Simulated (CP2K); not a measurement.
Runs of CP2K 2026.2 on B. The structure is tetragonal, space group P4/mmm (No. 123). The conventional cell has a = 2.346 Å, b = 2.346 Å, c = 1.586 Å, α = 90.00°, β = 90.00°, γ = 90.00°. Around B (site symmetry 4/mmm) lie 2 B at 1.59 Å. The cell was built by a generator and needn't be a form met in nature.

```tsv
task	level	potentials or basis	cell	k mesh	smearing	EPS_DEFAULT	k points reduced by the point group	NGRIDS	basis sets	potentials	gap on the mesh (eV)	pressure (GPa)
band structure	TB-mBJ	POTENTIAL_UZH B GTH-PBE-q3; TZVP-MOLOPT-PBE-GTH basis	as given	11 × 11 × 16	fermi-dirac 0.0259 eV	1.0E-9	yes	5	B TZVP-MOLOPT-PBE-GTH-q3	B GTH-PBE-q3 of POTENTIAL_UZH	none	-
single point	PBE	POTENTIAL_UZH B GTH-PBE-q3; TZVP-MOLOPT-PBE-GTH basis	as given	11 × 11 × 16	fermi-dirac 0.05 eV	1.0E-10	yes	4	B TZVP-MOLOPT-PBE-GTH-q3	B GTH-PBE-q3 of POTENTIAL_UZH	none	-1.4
relaxation of cell and atoms	LDA	GTH_POTENTIALS B GTH-PADE-q3; TZVP-MOLOPT-PBE-GTH basis	relaxed	9 × 9 × 13	fermi-dirac 0.0259 eV	1.0E-10	-	4	B TZVP-MOLOPT-PBE-GTH-q3	B GTH-PADE-q3 of GTH_POTENTIALS	none	0.0
band structure	r2SCAN	POTENTIAL_UZH B GTH-SCAN-q3; TZVP-MOLOPT-SCAN-GTH basis	as given	11 × 11 × 16	fermi-dirac 0.1 eV	1.0E-10	yes	5	B TZVP-MOLOPT-SCAN-GTH-q3	B GTH-SCAN-q3 of POTENTIAL_UZH	none	(a)
single point	PBE	POTENTIAL_UZH B GTH-SCAN-q3; DZVP-MOLOPT-SR-GTH basis	as given	11 × 11 × 16	fermi-dirac 0.05 eV	1.0E-9	yes	4	B DZVP-MOLOPT-SR-GTH-q3	B GTH-SCAN-q3 of POTENTIAL_UZH	none	-2.0
single point	PBE	GTH_POTENTIALS B GTH-PBE-q3; DZVP-MOLOPT-SR-GTH basis	as given	11 × 11 × 16	fermi-dirac 0.05 eV	1.0E-9	yes	4	B DZVP-MOLOPT-SR-GTH-q3	B GTH-PBE-q3 of GTH_POTENTIALS	none	-0.6
single point	PBE	GTH_POTENTIALS B GTH-PADE-q3; DZVP-MOLOPT-SR-GTH basis	as given	11 × 11 × 16	fermi-dirac 0.05 eV	1.0E-9	yes	4	B DZVP-MOLOPT-SR-GTH-q3	B GTH-PADE-q3 of GTH_POTENTIALS	none	-6.0
band structure	PBEsol	POTENTIAL_UZH B GTH-PBE-q3; TZVP-MOLOPT-PBE-GTH basis	as given	11 × 11 × 16	fermi-dirac 0.0259 eV	1.0E-10	yes	5	B TZVP-MOLOPT-PBE-GTH-q3	B GTH-PBE-q3 of POTENTIAL_UZH	none	(b)
```

Alike in all rows: no spin polarisation.

Fill in the values left out.

(a) -2.6; (b) -2.3.

Caveats: the basis of atomic orbitals isn't converged, which shifts pressures, moduli and gaps; the potentials were made for another functional, which shifts forces and pressure (some runs); this is a model potential without an energy functional, so only levels have meaning (some runs).

A k mesh can miss the band edges.

A gap of «none» marks a metal or a gap under the smearing width.

Not every run made on this cell is shown here.
